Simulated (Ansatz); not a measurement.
Which way does BeS + CaSe ⇌ BeSe + CaS run?

Plane-wave DFT in Ansatz with scalar-relativistic PAW potentials, cutoff 420 eV, Γ-centred meshes chosen by cell and gap, Gaussian smearing with energies taken to zero width. Every cell was relaxed (cell and atoms) in a run of its own, within the symmetry of its start. Functional: PBEsol.

Total energies hold large constants for each element; a whole number of eV per atom of each element is taken off below, which cancels in a balanced reaction.

```tsv
compound	lowest structure computed	structures tried	V (Å³/atom)	gap on mesh (eV)	E (eV per formula unit, common shift removed)
BeS	F-43m	3	14.15	2.91	-2.4439
CaSe	Fm-3m	3	25.28	1.88	-4.0400
BeSe	F-43m	2	16.86	2.47	-2.1622
CaS	Fm-3m	3	22.34	2.16	-4.0539
```

Work out the reaction energy at 0 K.

ΔE = E(BeSe) + E(CaS) − E(BeS) − E(CaSe) = 0.268 eV, or 26 kJ per mole of reaction (67 meV/atom). The left side is lower: Be takes S and Ca takes Se. All four are computed as solids; where they are solids at ordinary conditions entropy changes little. A lower structure that wasn't tried would shift the value, and mixed crystals may lie lower than either side.